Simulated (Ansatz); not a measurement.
# Se: one candidate structure

Aim: relax Se from this start, structure reported for this formula (R-3, No. 148), and see where it ends.

Method: DFT PBE, scalar-relativistic, plane waves, PAW, in Ansatz 0.2.0.

## Step 1: The system as given

It takes space group R-3 (No. 148, trigonal). Conventional cell: a = 11.362 Å, b = 11.362 Å, c = 4.429 Å, α = 90.00°, β = 90.00°, γ = 120.00°. Se (site symmetry 1) has 2 Se at 2.36 Å as nearest neighbours.

Coordinates:

```xyz
6
Lattice="5.6810 3.2799 1.4763 -5.6810 3.2799 1.4763 0.0000 -6.5599 1.4763" Properties=species:S:1:pos:R:3 pbc="T T T"
Se    0.6712   -4.5696    2.0098
Se    3.6218    2.8661    2.0098
Se   -4.2930    1.7035    2.0098
Se   -0.6712    4.5696    2.4192
Se   -3.6218   -2.8661    2.4192
Se    4.2930   -1.7035    2.4192
```

(A quick probe on a coarse mesh, which set the mesh and smearing, is not shown.)

## Step 3: Full relaxation

input.yaml

```yaml
crystal:
  lattice:
    - [5.6809998619, 3.2799267995, 1.47633]
    - [-5.6809998619, 3.2799267995, 1.47633]
    - [0.0, -6.5598535991, 1.47633]
  atoms:
    - { symbol: Se, position: [0.28066, 0.16251, 0.91818] }
    - { symbol: Se, position: [0.91818, 0.28066, 0.16251] }
    - { symbol: Se, position: [0.16251, 0.91818, 0.28066] }
    - { symbol: Se, position: [0.71934, 0.83749, 0.08182] }
    - { symbol: Se, position: [0.08182, 0.71934, 0.83749] }
    - { symbol: Se, position: [0.83749, 0.08182, 0.71934] }
basis:
  ecutwfc: 420
kpoints:
  mp_grid: { grid: [9, 9, 9] }
hamiltonian:
  xc: pbe
scf:
  occupations: { method: gaussian, width: 0.02 }
output:
  forces: true
  stress: true
  eigenvalues: true
relax:
  adjacent_minimum: "off"
  f_tol: 0.01
  max_steps: 80
  cell: { stress_tol: 0.05 }
```

The session goes on with these runs: second relaxation, mesh chosen anew.

Before running it: what results should come out?

As calculated:

| quantity | value |
| --- | --- |
| cell (conventional) | a = 11.050 Å, b = 11.050 Å, c = 5.615 Å, α = 90.00°, β = 90.00°, γ = 120.00° |
| space group | R-3 (No. 148) |
| volume | 32.98 Å³/atom |
| gap on the mesh | 1.58 eV |

What this shows: The space group stayed R-3, and from the first guess the volume went from 27.51 to 32.98 Å³/atom.

These are semilocal Kohn-Sham gaps, which aren't the measured quantity. Such gaps usually fall short of the measured ones.
